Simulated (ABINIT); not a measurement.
AlN:

```
CELL_PARAMETERS angstrom
0.00000 2.18399 2.18399
2.18399 0.00000 2.18399
2.18399 2.18399 0.00000
ATOMIC_POSITIONS crystal
Al 0.00000 0.00000 0.00000
N 0.25000 0.25000 0.25000
```

Measurements of this composition are mostly on another form, of space group No. 186.

```yaml
Program: ABINIT 10.8.3 (patched build)
Task: relaxation of cell and atoms
Functional: PBE
Potentials_or_basis: PseudoDojo NC SR PBE v0.4.1 standard
Cutoff: 1143 eV
k_mesh: 8 × 8 × 8
Occupations: fermi-dirac, width 0.05 eV
Spin: no spin polarisation
```

At the start: pressure 4.5 GPa; volume 10.42 Å³/atom.

Question: Where does the relaxation end?

Answer: Over 4 steps the energy falls by 3.2 meV/atom and the volume is 10.65 Å³/atom (+2.3 %); space group F-43m (No. 216, to 0.05 Å).

Step by step:
```csv
step,energy change (eV),largest force (eV/Å),pressure (GPa),volume (Å³)
1,0.0000,0.0000,4.50,20.83
2,-0.0055,0.0000,1.69,21.12
3,-0.0065,0.0000,0.04,21.30
4,-0.0065,0.0000,0.00,21.30
```

Final structure:
```
Al N
1.0
     0.00000    2.20030    2.20030
     2.20030    0.00000    2.20030
     2.20030    2.20030    0.00000
Al N
1 1
Direct
  0.00000 0.00000 0.00000
  0.25000 0.25000 0.25000
```
